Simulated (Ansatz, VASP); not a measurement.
InAs in VASP and in Ansatz

Contents of INCAR:

```
PREC = Accurate
ENCUT = 600
EDIFF = 1E-6
ISMEAR = 0
SIGMA = 0.1
LREAL = F
LASPH = T
NELM = 100
ALGO = Normal
ISIF = 3
LWAVE = F
LCHARG = F
GGA = PE
IBRION = 2
NSW = 100
EDIFFG = -0.005
```

The input KPOINTS:

```
regular mesh
0
Gamma
  12 12 12
```

The input POSCAR:

```
InAs
1.0
    0.0000000000      3.0180000000      3.0180000000
    3.0180000000      0.0000000000      3.0180000000
    3.0180000000      3.0180000000      0.0000000000
In As
1 1
Direct
    0.0000000000      0.0000000000      0.0000000000
    0.2500000000      0.2500000000      0.2500000000
```

Input for Ansatz:

```yaml
crystal:
  lattice:
    - [0.0, 3.018, 3.018]
    - [3.018, 0.0, 3.018]
    - [3.018, 3.018, 0.0]
  atoms:
    - { symbol: In, position: [0.0, 0.0, 0.0] }
    - { symbol: As, position: [0.25, 0.25, 0.25] }
basis:
  ecutwfc: 420
kpoints:
  mp_grid: { grid: [12, 12, 12] }
hamiltonian:
  xc: pbe
scf:
  occupations: { method: gaussian, width: 0.1 }
output:
  forces: true
  stress: true
  eigenvalues: true
relax:
  adjacent_minimum: "off"
  f_tol: 0.005
  max_steps: 80
  cell: { stress_tol: 0.05 }
```

Alike in both runs: task relaxation of cell and atoms; functional PBE; k mesh 12 × 12 × 12; occupations gaussian, width 0.1 eV; no spin polarisation.

|  | VASP | Ansatz |
| --- | --- | --- |
| version | VASP 6.6.1 | Ansatz 0.2.0 |
| potentials or method | VASP PAW PBE potentials, release 64 (In_d, As) | scalar-relativistic, plane waves, PAW |
| plane-wave cutoff (eV) | 600 | 420 |
| valence electrons in the cell | 18 | 28 |

```tsv
	VASP	Ansatz	Ansatz less VASP
gap on the k mesh at the Fermi level, each at its own relaxed structure (eV)	none	none	-
relaxed volume (Å³/atom)	29.62	29.59	-0.028
relaxed cell length with the largest relative difference (Å)	4.376	4.374	-0.0014
energy change over the relaxation (meV/atom)	-27	-26	+0.9
```

A gap of «none» marks a metal or a gap that the smearing closes. The two sets of potentials don't hold the same shells in valence.

Caveats: this crystal is a semiconductor, whose small gap the functional closes, so the metal is an error of the method. Zero-point motion and thermal expansion aren't in these numbers. PBE usually gives volumes a little too large and moduli too small.
